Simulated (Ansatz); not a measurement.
An Ansatz (an electronic-structure program) run: RuO2 with a change (biaxial strain +0.87 %, plane normal [001], relaxed out of plane); r2SCAN (Ansatz; PAW; 500 eV plane waves; no spin-orbit coupling).

Input:

Ansatz 0.2 input:
```yaml
crystal:
  lattice:
    - [4.5189053513, 0, 0]
    - [0, 4.5189053513, 0]
    - [0, 0, 3.0933927334]
  atoms:
    - { symbol: Ru, position: [0.5, 0.5, 0.5] }
    - { symbol: Ru, position: [0, 0, 0] }
    - { symbol: O, position: [0.8053249124, 0.8053249124, 0.5] }
    - { symbol: O, position: [0.3053249124, 0.6946750876, 0] }
    - { symbol: O, position: [0.6946750876, 0.3053249124, 0] }
    - { symbol: O, position: [0.1946750876, 0.1946750876, 0.5] }
basis: { ecutwfc: 500, ecutrho_ratio: 4, xc_grid: 4, fft_grid_basis: typed }
kpoints: { mp_grid: { grid: [11, 11, 15] } }
hamiltonian:
  xc: r2scan
  dispersion: none
  pseudopotentials: { kind: paw }
scf: { occupations: { method: fermi_dirac, width: 0.05 } }
relax: { f_tol: 0.005, max_steps: 50, cell: { stress_tol: 0.01, fix: [a, b, gamma] } }
output: { forces: true, stress: true }
checkpoint: { write: state.ck, write_every: 1000 }
```

Output (explanatory and most iteration lines left out):

```
Relaxation: its limit of steps is 50 (relax.max_steps)
Pseudopotential: Ru, paw, valence charge 16
Pseudopotential: O, paw, valence charge 6
Crystal: 6 atoms, lattice volume = 63.169 Å³
Basis set: ecut = 500 eV, 1591 PW (Γ), exchange–correlation on 144×144×96 points (64 copies of the dense FFT grid, shifted against one another)
Bands: 34, of which v1, the nominal top of the filled ones, is band 28 counted from 1 (27 counted from 0)
Symmetry: 16 space group operations
Space group: P42/mnm (ITA 136), of the structure as read, at distance tolerance 4.0e-5 Å
k-points: 168 of 1815
Functional: x = r2scan, c = r2scan; τ floored in thin density (d = 2e-4 eV/Å³)
SCF iter   1: F=—  HF=-14052.356914 eV  |F-HF|=—  |Δ(HF+E_count)|=         —  Δρ=2.04e-2  dr2=1.36e-1  dr2_τ=4.20e-1  ethr=1.77e-3  ⟨swp⟩=6.0  Hψ=22017  notcnv=0  defer=9
SCF iter   2: F=—  HF=-14052.445698 eV  |F-HF|=—  |Δ(HF+E_count)|=   8.88e-2  Δρ=6.00e-3  dr2=9.53e-3  dr2_τ=4.25e-3  ethr=2.43e-4  ⟨swp⟩=2.5  Hψ=12555  notcnv=0  defer=19
SCF 1 converged in 7 iterations: F = -14052.442750 eV  dr2 = 6.54e-9
relax step   1: F+E_penalty+E_count = -14052.44274975 eV  Δ(F+E_penalty+E_count) = +0.000e0 eV  max|allowed force component| = 6.814e-2 eV/Å  Δτ_max = 0.0000 Å  P = -3.024 GPa  Ω = 63.169 Å³  fix = [a, b, gamma]  reactions: a -4.230, b -4.230 GPa  (7 SCF iters, dr2 threshold 1.00e-7 eV, accepted)
[... steps on the carried basis left out ...]
relax step   4: F+E_penalty+E_count = -14052.44412284 eV  Δ(F+E_penalty+E_count) = +1.558e-6 eV  max|allowed force component| = 2.370e-5 eV/Å  Δτ_max = 0.0002 Å  P = -2.485 GPa  Ω = 63.045 Å³  energy of the carried Pulay correction = +1.015e-4 eV  fix = [a, b, gamma]  reactions: a -3.727, b -3.727 GPa  (3 SCF iters, dr2 threshold 2.49e-8 eV, accepted)
Crystal: 6 atoms, lattice volume = 63.045 Å³
SCF iter   1: F=—  HF=-14052.444022 eV  |F-HF|=—  |Δ(HF+E_count)|=         —  Δρ=1.06e-5  dr2=1.61e-8  dr2_τ=3.40e-8  ethr=3.93e-8  ⟨swp⟩=3.9  Hψ=39080  notcnv=0
SCF iter   2: F=—  HF=-14052.444023 eV  |F-HF|=—  |Δ(HF+E_count)|=   8.20e-7  Δρ=1.69e-6  dr2=9.38e-10  dr2_τ=3.29e-10  ethr=2.88e-11  ⟨swp⟩=2.8  Hψ=11217  notcnv=0
SCF 5 converged in 5 iterations: F = -14052.444023 eV  dr2 = 9.36e-13
SCF converged after 5 iterations
Free energy (F): -14052.444023 eV
Internal energy: -14052.418302 eV  (E = F + TS)
E sigma→0 (E₀):  -14052.431162 eV
Entropy (-TS):   -0.025720 eV (-4.287 meV/atom)
Fermi energy:    12.612281 eV
--- Forces (eV/Å), atoms counted from 1 ---
  atom   1  Ru    -0.00000000    -0.00000000    -0.00000000
  atom   2  Ru     0.00000000    -0.00000000    -0.00000000
  atom   3  O     -0.00002697    -0.00002697    -0.00000000
  atom   4  O     -0.00002697     0.00002697    -0.00000000
  atom   5  O      0.00002697    -0.00002697     0.00000000
  atom   6  O      0.00002697     0.00002697     0.00000000
--- Stress (GPa, compression-positive) ---
       -3.725054       0.000000       0.000000
        0.000000      -3.725054       0.000000
        0.000000       0.000000      -0.003741
  P = ⅓ Tr σ = -2.4846 GPa (-24.846 kbar)
--- Relaxed structure (4 steps of the walk, 4 accepted, 1 SCFs on fresh bases) ---
  cell:  # Å, volume = 63.0450 Å³
    - [4.5189053513, 0.0, 0.0]
    - [0.0, 4.5189053513, 0.0]
    - [0.0, 0.0, 3.0873355498179156]
  atoms:
    - { symbol: Ru, position: [0.49999999999999994, 0.49999999999999994, 0.5] }
    - { symbol: Ru, position: [4.7985168451187024e-20, -3.898794936658945e-20, 0.0] }
    - { symbol: O, position: [0.8044858923825781, 0.8044858923825781, 0.5] }
    - { symbol: O, position: [0.30448589238257795, 0.6955141076174218, 0.0] }
    - { symbol: O, position: [0.6955141076174218, 0.30448589238257795, 0.0] }
    - { symbol: O, position: [0.195514107617422, 0.195514107617422, 0.5] }
```

Without a gap, meshes like the base's 11×11×15 leave anisotropic stresses uncertain by several tenths of a GPa, and small strain energies with them. Whether these cells are dynamically stable was not tested. No Hubbard U is applied, and correlation can decide whether such a compound is a metal. The final runs are not spin-polarised. The cell was made from RuO2 in the rutile structure (space group P4_2/mnm, No. 136) by this change: biaxial strain +0.87 %, plane normal [001], relaxed out of plane.
